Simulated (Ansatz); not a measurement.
Start from `NC(N)=O` and change one atom or group to get `NC(=O)[SiH3]`.

Ansatz, PBE0-D4/def2-TZVP geometries, multiplicity 1. Each molecule was computed in one conformer, which needn't be the lowest.

```csv
property,`NC(N)=O`
size of the dipole moment (ωB97M-V/def2-TZVPP) / D,3.83
"ideal-gas entropy at 298 K and 1 bar (rigid rotor, harmonic PBE0-D4/def2-TZVP) / J/(mol·K)",273
HOMO–LUMO gap (B3LYP/def2-TZVPP) / eV,7.53
LUMO energy (PBE/def2-TZVPP) / eV,-0.14
HOMO–LUMO gap (ωB97M-V/def2-TZVPP) / eV,11.99
HOMO energy (ωB97M-V/def2-TZVPP) / eV,-9.94
```

(1) What does the change do to each property? (Best estimate.)

Answers

(1) Computed: 
```
                                                                                  property  `NC(=O)[SiH3]`  shift
                                        size of the dipole moment (ωB97M-V/def2-TZVPP) / D            3.59  -0.24
ideal-gas entropy at 298 K and 1 bar (rigid rotor, harmonic PBE0-D4/def2-TZVP) / J/(mol·K)             314     41
                                                     HOMO–LUMO gap (B3LYP/def2-TZVPP) / eV            6.36  -1.17
                                                         LUMO energy (PBE/def2-TZVPP) / eV           -1.33  -1.19
                                                   HOMO–LUMO gap (ωB97M-V/def2-TZVPP) / eV           11.26  -0.73
                                                     HOMO energy (ωB97M-V/def2-TZVPP) / eV           -9.46   0.48
```

With PBE0 the HOMO rises by 0.36 eV and the LUMO falls by 1.00 eV, so the gap narrows by about 1.36 eV. PBE moves the HOMO by 0.17 eV and ωB97M-V by 0.48 eV. The zero-point energy changes by -9.0 kJ/mol with +3 modes. Dipoles are sizes alone; their direction can turn.

B3LYP here is the variant with VWN-RPA as its local correlation; programs differ in this.

Positive LUMOs are unbound, so they and the gaps depend on the basis.
